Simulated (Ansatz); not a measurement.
The system is FeNi (Tetrataenite).

```
CELL_PARAMETERS angstrom
2.53300 0.00000 0.00000
0.00000 2.53300 0.00000
0.00000 0.00000 3.58200
ATOMIC_POSITIONS crystal
Ni 0.50000 0.50000 0.50000
Fe 0.00000 0.00000 0.00000
```

Base run:

```yaml
Program: Ansatz 0.2.0
Functional: PBEsol
Potentials_or_basis: Ansatz PAW
Cutoff: "420 eV (not typed: the program's choice for these potentials)"
k_mesh: 10 × 10 × 8
Occupations: fermi-dirac, width 0.05 eV
Spin: collinear spin, ferromagnetic start
Starting_moments: "[2.5, 4.5] μB"
```

Its results: band gap on the k mesh none (metal or under the smearing width); pressure -11.6 GPa.

Question: After a change of settings the same cell gave: band gap on the k mesh none (metal or under the smearing width); pressure -25.9 GPa. Which change was it?
A. spin from collinear spin, ferromagnetic start to no spin polarisation
B. spin from collinear spin, ferromagnetic start to collinear spin, antiferromagnetic start; moments at the start from [2.5, 4.5] to [1.0, -3.0]
C. spin from collinear spin, ferromagnetic start to collinear spin, ferrimagnetic start; moments at the start from [2.5, 4.5] to [1.0, -1.5]
D. spin from collinear spin, ferromagnetic start to collinear spin, random start; moments at the start from [2.5, 4.5] to [-0.38, -2.41]

Answer: A.

Caveats: the PAW data sets come from PBE, with cores solved anew for the run's functional, which leaves a small shift of forces and pressure.
